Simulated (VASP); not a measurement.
# CO2 (I-42d) in VASP: a series of runs

One crystal, CO2, is run at these levels: LDA; tasks: equation of state.

Program: VASP 6.6.1. These are calculated values, not measurements. Logs are shortened: lines on timing, memory, paths and dates and some standing lists are left out, and cuts for length are marked.

### 1 Starting point

Symmetry: I-42d, No. 122, tetragonal system. Conventional cell: a = 3.872 Å, b = 3.872 Å, c = 5.905 Å, α = 90.00°, β = 90.00°, γ = 90.00°. O (site symmetry 2) is surrounded by 2 C at 1.38 Å. Around C (site symmetry -4) lie 4 O at 1.38 Å.

The cell comes from a database or a generator and needn't be the stable form of this composition.

### 2 Equation of state, LDA, 7.08 Å³/atom (a relaxed cell with its volume scaled by 0.96)

The input, INCAR:

```
SYSTEM = CO2
PREC = Accurate
ENCUT = 520
EDIFF = 1E-7
ISMEAR = 0
SIGMA = 0.02
LREAL = .FALSE.
LASPH = .TRUE.
NELM = 80
ALGO = Fast
ISIF = 2
LWAVE = .FALSE.
LCHARG = .FALSE.
GGA = CA
KPAR = 2
```

The input, KPOINTS:

```
regular mesh
0
G
  8 8 8
  0 0 0
```

The input, POSCAR:

```
CO2                                     
1.0
   -1.9097337995      1.9097337995      2.9124050508
    1.9097337995     -1.9097337995      2.9124050508
    1.9097337995      1.9097337995     -2.9124050508
  O               C             
     4     2
Direct
     0.8750000000000000    0.9550389204526841    0.5800389204526841
     0.3750000000000000    0.2949610795473158    0.4199610795473158
     0.0449610795473158    0.6250000000000000    0.9199610795473159
     0.7050389204526841    0.1250000000000000    0.0800389204526842
     0.0000000000000000    0.0000000000000000    0.0000000000000000
     0.7500000000000000    0.2500000000000000    0.5000000000000000
```

Potentials or basis: VASP PAW LDA potentials, release 64 (O, C).

Run with:

```console
$ cat potpaw_LDA.64/O/POTCAR potpaw_LDA.64/C/POTCAR > POTCAR
$ mpirun -np 2 vasp_std > vasp.out
```

OUTCAR:

```text
SYSTEM = CO2
   PREC = Accurate
   ENCUT = 520
   EDIFF = 1E-7
   ISMEAR = 0
   LREAL = .FALSE.
   LASPH = .TRUE.
   NELM = 80
   ISIF = 2
   GGA = CA

 ion  position               nearest neighbor table
   1  0.875  0.955  0.580-   5 1.37   6 1.37
   2  0.375  0.295  0.420-   6 1.37   5 1.37
   3  0.045  0.625  0.920-   5 1.37   6 1.37
   4  0.705  0.125  0.080-   5 1.37   6 1.37
   5  0.000  0.000  0.000-   3 1.37   2 1.37   1 1.37   4 1.37
   6  0.750  0.250  0.500-   2 1.37   1 1.37   3 1.37   4 1.37

  LATTYP: Found a body centered tetragonal cell.
 ALAT       =     3.8194675990
 C/A-ratio  =     1.5250319451

  Lattice vectors:

 A1 = (  -1.9097337995,   1.9097337995,   2.9124050508)
 A2 = (   1.9097337995,  -1.9097337995,   2.9124050508)
 A3 = (   1.9097337995,   1.9097337995,  -2.9124050508)

Analysis of symmetry for initial positions (statically):
=====================================================================
 Subroutine PRICEL returns:
 Original cell was already a primitive cell.

 Routine SETGRP: Setting up the symmetry group for a
 body centered tetragonal supercell.

 Subroutine GETGRP returns: Found  8 space group operations
 (whereof  4 operations were pure point group operations)
 out of a pool of 16 trial point group operations.

The static configuration has the point symmetry S_4 .
 The point group associated with its full space group is D_2d.

Analysis of symmetry for dynamics (positions and initial velocities):
=====================================================================
 Subroutine PRICEL returns:
 Original cell was already a primitive cell.

 Routine SETGRP: Setting up the symmetry group for a
 body centered tetragonal supercell.

 Subroutine GETGRP returns: Found  8 space group operations
 (whereof  4 operations were pure point group operations)
 out of a pool of 16 trial point group operations.

The dynamic configuration has the point symmetry S_4 .
 The point group associated with its full space group is D_2d.

 Subroutine INISYM returns: Found  8 space group operations
 (whereof  4 operations are pure point group operations),
 and found     1 'primitive' translations

----------------------------------------------------------------------------------------

                                     Primitive cell

  volume of cell :      42.4871

  direct lattice vectors                    reciprocal lattice vectors
    -1.909733800  1.909733800  2.912405051     0.000000000  0.261816595  0.171679417
     1.909733800 -1.909733800  2.912405051     0.261816595  0.000000000  0.171679417
     1.909733800  1.909733800 -2.912405051     0.261816595  0.261816595  0.000000000

  length of vectors
     3.971935240  3.971935240  3.971935240     0.313084256  0.313084256  0.370264579

  position of ions in fractional coordinates (direct lattice)
     0.875000000  0.955038920  0.580038920
     0.375000000  0.294961080  0.419961080
     0.044961080  0.625000000  0.919961080
     0.705038920  0.125000000  0.080038920
     0.000000000  0.000000000  0.000000000
     0.750000000  0.250000000  0.500000000

  ion indices of the primitive-cell ions
   primitive index   ion index
                 1           1
                 2           2
                 3           3
                 4           4
                 5           5
                 6           6

----------------------------------------------------------------------------------------

 KPOINTS: regular mesh

Automatic generation of k-mesh.
 Grid dimensions read from file:
 generate k-points for:    8    8    8

 Generating k-lattice:

  Cartesian coordinates                     Fractional coordinates (reciprocal lattice)
     0.000000000  0.032727074  0.021459927     0.125000000  0.000000000  0.000000000
     0.032727074  0.000000000  0.021459927     0.000000000  0.125000000  0.000000000
     0.032727074  0.032727074  0.000000000     0.000000000  0.000000000  0.125000000

  Length of vectors
     0.039135532  0.039135532  0.046283072

  Shift w.r.t. Gamma in fractional coordinates (k-lattice)
     0.000000000  0.000000000  0.000000000

 Subroutine IBZKPT returns following result:
 ===========================================

 Found     59 irreducible k-points:

 Following reciprocal coordinates:
            Coordinates               Weight
  0.000000  0.000000  0.000000      1.000000
  0.125000  0.000000 -0.000000      8.000000
  0.250000  0.000000 -0.000000      8.000000
  0.375000 -0.000000  0.000000      8.000000
  0.500000  0.000000 -0.000000      4.000000
  0.125000  0.125000 -0.000000      8.000000
[... 16 lines left out ...]
  0.250000  0.125000  0.125000     16.000000
  0.375000  0.125000  0.125000      8.000000
 [... further k-points ...]
   k-points           NKPTS =     59   k-points in BZ     NKDIM =     59   number of bands    NBANDS=     20
   number of dos      NEDOS =    301   number of ions     NIONS =      6
   total plane-waves  NPLWV =  27000
   dimension x,y,z NGX =    30 NGY =   30 NGZ =   30
   dimension x,y,z NGXF=    60 NGYF=   60 NGZF=   60
   ions per type =               4   2
   NGX,Y,Z   is equivalent  to a cutoff of  12.56, 12.56, 12.56 a.u.
   NGXF,Y,Z  is equivalent  to a cutoff of  25.11, 25.11, 25.11 a.u.
 SYSTEM =  CO2
   PREC   = accura    normal or accurate (medium, high low for compatibility)
   ISTART =      0    job   : 0-new  1-cont  2-samecut
   ICHARG =      2    charge: 1-file 2-atom 10-const
   ISPIN  =      1    spin polarized calculation?
   LNONCOLLINEAR =      F non collinear calculations
   LSORBIT =      F    spin-orbit coupling
   LASPH  =      T    aspherical Exc in radial PAW
   ENCUT  =  520.0 eV  38.22 Ry    6.18 a.u.   7.39  7.39  7.39*2*pi/ulx,y,z
   NELM   =     80;   NELMIN=  2; NELMDL= -5     # of ELM steps
   EDIFF  = 0.1E-06   stopping-criterion for ELM
   LREAL  =      F    real-space projection
[... 7 lines left out ...]
   TEBEG  =    0.0;   TEEND  =   0.0 temperature during run
   PSTRESS=    0.0 pullay stress
   NELECT =      32.0000    total number of electrons
   NUPDOWN=      -1.0000    fix difference up-down
   EMIN   =  10.00;   EMAX   =-10.00  energy-range for DOS
   EFERMI =   0.00;   METHOD = LEGACY
   ISMEAR =     0;   SIGMA  =   0.02  broadening in eV -4-tet -1-fermi 0-gaus
   EFERMI_NEDOS =   21; number of points for ismear=-14 and -15
   IALGO  =     68    algorithm
   IMIX   =      4    mixing-type and parameters
     AMIX     =   0.40;   BMIX     =  1.00
     AMIX_MAG =   1.60;   BMIX_MAG =  1.00
  volume/ion in A,a.u.               =       7.08        47.79
  Fermi-wavevector in a.u.,A,eV,Ry     =   1.489495  2.814737 30.185817  2.218595
  Thomas-Fermi vector in A             =   2.602396
   LORBIT       =      0    0 simple, 1 ext, 2 COOP (PROOUT), +10 PAW based schemes
   GGA     = CA    functional components
   LHFCALC =     F    Hartree Fock is set to
   AEXX    =    0.0000 exact exchange contribution
   IVDW    =     0    specifies the selected vdW correction
   LEPSILON=     F    determine dielectric tensor
   LRPA    =     F    only Hartree local field effects (RPA)
 non-spin polarized calculation
 RMM-DIIS sequential band-by-band and
 Gauss-broadening in eV      SIGMA  =   0.02
  energy-cutoff  :      520.00
  volume of cell :       42.49
 maximum number of plane-waves:      1162
 NGX is ok and might be reduce to    30
   NGX = 15   NGY = 15   NGZ = 15

 number of electron      32.0000004 magnetization

 Free energy of the ion-electron system (eV)
  ---------------------------------------------------
  ext. energy  EPLUGINS =         0.00000000
  ---------------------------------------------------
  free energy    TOTEN  =       -49.01802068 eV

  energy without entropy =      -49.01802068  energy(sigma->0) =      -49.01802068

 E-fermi :   3.2646     XC(G=0): -12.2384

 val. band max:        3.1116469387   @ k =   0.5000   0.0000  -0.0000
 cond. band min:      10.7245539940   @ k =   0.0000   0.0000   0.0000
 fundamental gap:      7.6129070553
 Fermi energy:         3.2645693559

 k-point     1 :       0.0000    0.0000    0.0000
  band No.  band energies     occupation
      1     -21.7432      2.00000
      2     -16.0770      2.00000
      3     -16.0770      2.00000
      4     -15.3302      2.00000
      5     -11.9367      2.00000
      6      -7.3406      2.00000
[... 12 lines left out ...]
     19      13.0335      0.00000
     20      13.6389      0.00000

 k-point     2 :       0.1250    0.0000   -0.0000
  band No.  band energies     occupation
      1     -21.6308      2.00000
      2     -16.3539      2.00000
      3     -16.1119      2.00000
      4     -15.4936      2.00000
      5     -11.5787      2.00000
      6      -7.3125      2.00000
[... 12 lines left out ...]
     19      13.0839      0.00000
     20      13.9753      0.00000

 k-point     3 :       0.2500    0.0000   -0.0000
  band No.  band energies     occupation
      1     -21.3141      2.00000
      2     -17.1265      2.00000
      3     -16.1817      2.00000
      4     -15.6726      2.00000
      5     -10.9013      2.00000
      6      -7.2599      2.00000
[... 12 lines left out ...]
     19      13.1648      0.00000
     20      14.5631      0.00000

 k-point     4 :       0.3750   -0.0000    0.0000
  band No.  band energies     occupation
      1     -20.8835      2.00000
      2     -17.9616      2.00000
      3     -16.2334      2.00000
      4     -15.7929      2.00000
      5     -10.3911      2.00000
      6      -7.1713      2.00000
[... 429 lines left out ...]
 k-point    23 :       0.2500    0.1250    0.1250
  band No.  band energies     occupation
      1     -20.5918      2.00000
      2     -18.3015      2.00000
      3     -16.3491      2.00000
      4     -15.9085      2.00000
      5      -9.9650      2.00000
      6      -7.8001      2.00000
[... 12 lines left out ...]
     19      13.4910      0.00000
     20      13.9871      0.00000

 k-point    24 :       0.3750    0.1250    0.1250
  band No.  band energies     occupation
      1     -20.3239      2.00000
      2     -18.6644      2.00000
      3     -16.3699      2.00000
      4     -15.9690      2.00000
      5      -9.7646      2.00000
      6      -7.7480      2.00000
[... 12 lines left out ...]
     19      13.5531      0.00000
     20      13.7816      0.00000

 [... further k-points ...]

------------------------ aborting loop because EDIFF is reached ----------------------------------------

  FORCE on cell =-STRESS in cart. coord.  units (eV):
  Direction    XX          YY          ZZ          XY          YZ          ZX
  --------------------------------------------------------------------------------------
  -------------------------------------------------------------------------------------
  Total        3.8299358      3.8299358      3.5238497      0.0000000      0.0000000      0.0000000
  in kB      144.4257530    144.4257530    132.8833343      0.0000000      0.0000000      0.0000000
  external PRESSURE =     140.5782801 kB  Pullay stress =       0.0000000 kB

 VOLUME and BASIS-vectors are now :
 -----------------------------------------------------------------------------
  energy-cutoff  :      520.00
  volume of cell :       42.49
      direct lattice vectors                 reciprocal lattice vectors
    -1.909733800  1.909733800  2.912405051     0.000000000  0.261816595  0.171679417
     1.909733800 -1.909733800  2.912405051     0.261816595  0.000000000  0.171679417
     1.909733800  1.909733800 -2.912405051     0.261816595  0.261816595  0.000000000

 POSITION                                       TOTAL-FORCE (eV/Angst)
 -----------------------------------------------------------------------------------
      1.26057      0.95487      3.64051        -0.674625      0.000000     -0.000000
      0.64916      0.95487      0.72810         0.674625      0.000000      0.000000
      2.86460      0.64916     -0.72810        -0.000000      0.674625      0.000000
     -0.95487      1.26057      2.18430        -0.000000     -0.674625     -0.000000
      0.00000      0.00000      0.00000        -0.000000      0.000000      0.000000
     -0.00000      1.90973      1.45620         0.000000     -0.000000     -0.000000
 -----------------------------------------------------------------------------------
    total drift:                               -0.000003     -0.000003     -0.000005

  FREE ENERGIE OF THE ION-ELECTRON SYSTEM (eV)
  ---------------------------------------------------
  free  energy   TOTEN  =       -49.0180206813 eV

  energy  without entropy=      -49.0180206813  energy(sigma->0) =      -49.01802068
```

Run time: 58 s. Hardware: 2 MPI ranks of AMD EPYC 7R13 (Zen 3), shared host; peak memory 0.13 GiB.

Results:

* Free energy: -49.0180 eV
* Pressure: 14.1 GPa
* Largest force: 0.675 eV/Å
* Band gap on the k mesh: 7.61 eV, indirect (least direct gap 8.11 eV)

### 3 Equation of state, LDA, 7.23 Å³/atom (a relaxed cell with its volume scaled by 0.98)

INCAR is that of step 2.

KPOINTS is that of step 2.

Edit POSCAR of step 2 so:

```diff
@@ -2,5 +2,5 @@
 1.0
-   -1.9097337995      1.9097337995      2.9124050508
-    1.9097337995     -1.9097337995      2.9124050508
-    1.9097337995      1.9097337995     -2.9124050508
+   -1.9229047937      1.9229047937      2.9324912376
+    1.9229047937     -1.9229047937      2.9324912376
+    1.9229047937      1.9229047937     -2.9324912376
   O               C
```

Potentials or basis: VASP PAW LDA potentials, release 64 (O, C).

Run with:

```console
$ cat potpaw_LDA.64/O/POTCAR potpaw_LDA.64/C/POTCAR > POTCAR
$ mpirun -np 2 vasp_std > vasp.out
```

Run time: 54 s. Hardware: 2 MPI ranks of AMD EPYC 7R13 (Zen 3), shared host; peak memory 0.13 GiB.

The run converged. Its results:

- Free energy: -49.0788 eV
- Pressure: 7.0 GPa
- Largest force: 0.328 eV/Å
- Band gap on the k mesh: 7.55 eV, indirect (least direct gap 8.04 eV)

### 4 Equation of state, LDA, 7.38 Å³/atom

INCAR is that of step 3.

KPOINTS is that of step 3.

Edit POSCAR of step 3 so:

```diff
@@ -2,5 +2,5 @@
 1.0
-   -1.9229047937      1.9229047937      2.9324912376
-    1.9229047937     -1.9229047937      2.9324912376
-    1.9229047937      1.9229047937     -2.9324912376
+   -1.9358977878      1.9358977878      2.9523059687
+    1.9358977878     -1.9358977878      2.9523059687
+    1.9358977878      1.9358977878     -2.9523059687
   O               C
```

Run with:

```console
$ cat potpaw_LDA.64/O/POTCAR potpaw_LDA.64/C/POTCAR > POTCAR
$ mpirun -np 2 vasp_std > vasp.out
```

Run time: 58 s. Hardware: 2 MPI ranks of AMD EPYC 7R13 (Zen 3), shared host; peak memory 0.14 GiB.

The run converged. Its results:

| Item | Value |
| --- | --- |
| Free energy | -49.1027 eV |
| Pressure | 0.7 GPa |
| Largest force | 0.008 eV/Å |
| Band gap on the k mesh | 7.49 eV, indirect (least direct gap 7.96 eV) |

### 5 Equation of state, LDA, 7.52 Å³/atom (a relaxed cell with its volume scaled by 1.02)

INCAR is that of step 4.

KPOINTS is that of step 4.

Edit POSCAR of step 4 so:

```diff
@@ -2,5 +2,5 @@
 1.0
-   -1.9358977878      1.9358977878      2.9523059687
-    1.9358977878     -1.9358977878      2.9523059687
-    1.9358977878      1.9358977878     -2.9523059687
+   -1.9487186766      1.9487186766      2.9718582336
+    1.9487186766     -1.9487186766      2.9718582336
+    1.9487186766      1.9487186766     -2.9718582336
   O               C
```

Run with:

```console
$ cat potpaw_LDA.64/O/POTCAR potpaw_LDA.64/C/POTCAR > POTCAR
$ mpirun -np 2 vasp_std > vasp.out
```

Wall time 49 s (2 MPI ranks of AMD EPYC 7R13 (Zen 3), shared host); peak memory 0.14 GiB.

It converged, with:

| Property | Result |
| --- | --- |
| Free energy | -49.0932 eV |
| Pressure | -5.0 GPa |
| Largest force | 0.288 eV/Å |
| Band gap on the k mesh | 7.43 eV, indirect (least direct gap 7.88 eV) |

### 6 Equation of state, LDA, 7.67 Å³/atom (a relaxed cell with its volume scaled by 1.04)

INCAR is that of step 5.

KPOINTS is that of step 5.

Edit POSCAR of step 5 so:

```diff
@@ -2,5 +2,5 @@
 1.0
-   -1.9487186766      1.9487186766      2.9718582336
-    1.9487186766     -1.9487186766      2.9718582336
-    1.9487186766      1.9487186766     -2.9718582336
+   -1.9613730485      1.9613730485      2.9911565551
+    1.9613730485     -1.9613730485      2.9911565551
+    1.9613730485      1.9613730485     -2.9911565551
   O               C
```

Potentials or basis: VASP PAW LDA potentials, release 64 (O, C).

Run with:

```console
$ cat potpaw_LDA.64/O/POTCAR potpaw_LDA.64/C/POTCAR > POTCAR
$ mpirun -np 2 vasp_std > vasp.out
```

Wall time 47 s (2 MPI ranks of AMD EPYC 7R13 (Zen 3), shared host); peak memory 0.14 GiB.

It converged, with:

| Quantity | Value |
| --- | --- |
| Free energy | -49.0538 eV |
| Pressure | -10.1 GPa |
| Largest force | 0.563 eV/Å |
| Band gap on the k mesh | 7.36 eV, indirect (least direct gap 7.80 eV) |

### 7 Equation of state, LDA

Potentials or basis: VASP PAW LDA potentials, release 64 (O, C).

This step only gathers the single runs of the series.

Results:

- Equilibrium volume: 7.41 Å³/atom
- Bulk modulus at fixed shape and positions: 296 GPa
- Pressure derivative of the bulk modulus: 4.3 (rough: it moves with the points fitted)

Energy against volume, from the lowest point:
```csv
volume (Å³/atom),energy (meV/atom)
7.081,14.11
7.229,3.97
7.376,0.00
7.524,1.57
7.671,8.14
```

Caveat: the cell was scaled at fixed shape and fractional positions, which overstates the stiffness of a crystal with free parameters, most of all of layers and chains.
